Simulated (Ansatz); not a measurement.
TaS2:

```
CELL_PARAMETERS angstrom
3.35000 0.00000 0.00000
-1.67500 2.90119 0.00000
0.00000 0.00000 5.86000
ATOMIC_POSITIONS crystal
Ta 0.00000 0.00000 0.00000
S 0.66667 0.33333 0.75000
S 0.33333 0.66667 0.25000
```

```yaml
Program: Ansatz 0.2.0
Task: relaxation of cell and atoms
Functional: PBEsol
Potentials_or_basis: Ansatz PAW
Cutoff: "420 eV (not typed: the program's choice for these potentials)"
k_mesh: 9 × 9 × 5
Occupations: fermi-dirac, width 0.05 eV
Spin: no spin polarisation
Hubbard_terms: Ta d U = 8 eV
```

At the start: volume 18.98 Å³/atom.

**Question.** Where does the relaxation end?

**Answer.** It ends after 7 steps and the volume is 20.72 Å³/atom (+9.2 %); space group P-3m1 (No. 164, to 0.05 Å).

The path:
```csv
step,energy change (eV),largest force (eV/Å),volume (Å³)
1,0.0000,1.0947,56.95
2,-0.1086,0.3681,61.55
3,-0.1164,0.0748,62.67
4,-0.1189,0.0003,61.97
5,-0.1190,0.0016,62.05
6,-0.1190,0.0006,62.17
7,-0.1201,0.0002,62.17
```

Final structure:
```cif
data_structure
_symmetry_space_group_name_H-M 'P 1'
_symmetry_Int_Tables_number 1
_cell_length_a 3.4488
_cell_length_b 3.4488
_cell_length_c 6.0358
_cell_angle_alpha 90.000
_cell_angle_beta 90.000
_cell_angle_gamma 120.000
_cell_volume 62.17
loop_
_atom_site_label
_atom_site_type_symbol
_atom_site_fract_x
_atom_site_fract_y
_atom_site_fract_z
_atom_site_occupancy
Ta1 Ta 0.00000 0.00000 0.00000 1
S1 S 0.66667 0.33333 0.75373 1
S2 S 0.33333 0.66667 0.24627 1
```

Caveat: the plane-wave basis is chosen anew once the cell has moved, so the energies of steps on either side of that aren't comparable; this functional lacks dispersion, which binds the layers, so the pressure and a relaxed spacing across them are unreliable; U without spin polarisation on a metal has little footing; the PAW data sets come from PBE, with cores solved anew for the run's functional, which leaves a small shift of forces and pressure.
